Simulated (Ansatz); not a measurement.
Crystal: Sn.

```
Sn
1.0
    -1.89465    1.89465    1.89465
     1.89465   -1.89465    1.89465
     1.89465    1.89465   -1.89465
Sn
1
Direct
  0.00000 0.00000 0.00000
```

This isn't the form of Sn at room conditions, which is tetragonal (white tin).

* Program: Ansatz 0.2.0
* Task: relaxation of cell and atoms
* Functional: PBEsol
* Potentials or basis: all-electron LAPW, scalar-relativistic
* Basis error allowed: 0.001 eV/atom
* k mesh: 10 × 10 × 10
* Occupations: fermi-dirac, width 0.05 eV
* Spin: no spin polarisation

At the start: volume 27.20 Å³/atom.

**Question.** How do energy, volume and symmetry change on relaxing?

**Answer.** Over 4 steps the energy falls by 8.7 meV/atom and the volume is 25.98 Å³/atom (-4.5 %); space group Im-3m (No. 229, to 0.05 Å).

The path:
```
step  energy change (eV)  largest force (eV/Å)  volume (Å³)
   1              0.0000                0.0000        27.20
   2             -0.0087                0.0000        25.94
   3             -0.0087                0.0000        25.98
   4             -0.0087                0.0000        25.98
```

Final structure:
```cif
data_structure
_symmetry_space_group_name_H-M 'P 1'
_symmetry_Int_Tables_number 1
_cell_length_a 3.2317
_cell_length_b 3.2317
_cell_length_c 3.2317
_cell_angle_alpha 109.471
_cell_angle_beta 109.471
_cell_angle_gamma 109.471
_cell_volume 25.98
loop_
_atom_site_label
_atom_site_type_symbol
_atom_site_fract_x
_atom_site_fract_y
_atom_site_fract_z
_atom_site_occupancy
Sn1 Sn 0.00000 0.00000 0.00000 1
```
